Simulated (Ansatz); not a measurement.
# ZnS (F-43m), a vibration from a frozen displacement

Method: DFT PBEsol, scalar-relativistic, plane waves, PAW in Ansatz. The runs took a 420 eV cutoff, a Γ-centred 10×10×10 mesh and Gaussian smearing (0.05 eV). No spin polarisation. Energies are free energies at this smearing, counted from the undisturbed cell; pressure is positive in compression.

Zero of the scan (relaxed at this level):

```xyz
2
Lattice="0.0000 2.6783 2.6783 2.6783 0.0000 2.6783 2.6783 2.6783 0.0000" Properties=species:S:1:pos:R:3 pbc="T T T"
Zn    0.0000    0.0000    0.0000
S     4.0174    4.0174    4.0174
```

Every S atom is moved by x along the Cartesian unit vector (0.577, -0.577, -0.577); the cell and all other atoms stay fixed. The cell's volume is 38.42 Å³; the moved atoms weigh 32.060 u together and the others 65.380 u.

| x (Å) | ΔE (meV/cell) | total force on the moved atoms along the move (eV/Å) | pressure (GPa) |
| --- | --- | --- | --- |
| -0.5000 | 347.08 | 0.8028 | 3.9302 |
| -0.3750 | 240.05 | 0.8910 | 2.8017 |
| -0.2500 | 130.25 | 0.8369 | 1.5453 |
| -0.1250 | 39.58 | 0.5719 | 0.4701 |
| 0.0000 | 0.00 | 0.0000 | -0.0025 |
| 0.1250 | 58.36 | -1.0257 | 0.6782 |
| 0.2500 | 285.02 | -2.7430 | 3.2289 |
| 0.3750 | 789.11 | -5.5486 | 8.5928 |
| 0.4375 | 1195.98 | -7.5521 | 12.7103 |
| 0.5000 | 1744.57 | -10.1063 | 18.0438 |

Task: What frequency belongs to this motion?

Result: The force constant is k = −dF/dx = 6.391 eV/Å², from the parabola through x = -0.1250, 0 and 0.1250. In every cell the moved atoms swing against the rest, so the mass is μ = m₁m₂/(m₁ + m₂) = 21.512 u, and ν̃ = 521.5 cm⁻¹ × √(|k|/μ) = 284 cm⁻¹. To first order in x, and within 1 %, the force on every atom lies along the move and, within each of the two groups, in proportion to the atom's mass, so this is itself a mode at the zone centre of this cell, taken without macroscopic field (the transverse frequency in a polar insulator).

Task: How far does the harmonic law reach?

Result: At x = -0.500 Å, kx²/2 = 798.82 meV against the computed 347.08 meV (-56.6 %): the well softens in this direction at large amplitude.

Cost: 10 runs of about 0.89 core-minutes in all, on Arm Neoverse V2 (shared hosts).